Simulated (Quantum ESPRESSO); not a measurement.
Runs of Quantum ESPRESSO 7.5 on NiO. Symmetry: Fm-3m, No. 225, cubic system. The conventional cell has a = 4.183 Å, b = 4.183 Å, c = 4.183 Å, α = 90.00°, β = 90.00°, γ = 90.00°. Around Ni (site symmetry m-3m) lie 6 O at 2.09 Å. O (site symmetry m-3m) has 6 Ni at 2.09 Å as nearest neighbours. 

```tsv
level	form of the LDA correlation	gap on the mesh (eV)	pressure (GPa)	moment (μB)
PBEsol+U	-	(b)	2.0	2.00
LDA+U	PW92	1.95	-6.0	2.00
RPBE+U	-	2.82	17.6	2.00
PW91+U	-	2.67	(a)	2.00
revPBE+U	-	2.78	16.0	2.00
```

Alike in all rows: task single point; potentials or basis PseudoDojo 0.4.1 SR LDA stringent; spin collinear, ferromagnetic start; Ni d U = 7 eV; cell as given; k mesh 8 × 8 × 8; cutoff (eV) 1415; smearing gaussian 0.05 eV.

Question: Fill in the values left out.

Answer: (a) 10.8; (b) 2.45.

Caveats: a cell with one magnetic atom can't hold antiferromagnetic order, which such compounds often take; the potentials were made for another functional, which shifts forces and pressure (some runs).

A k mesh can miss the band edges.

Runs at the PBE level aren't shown here.
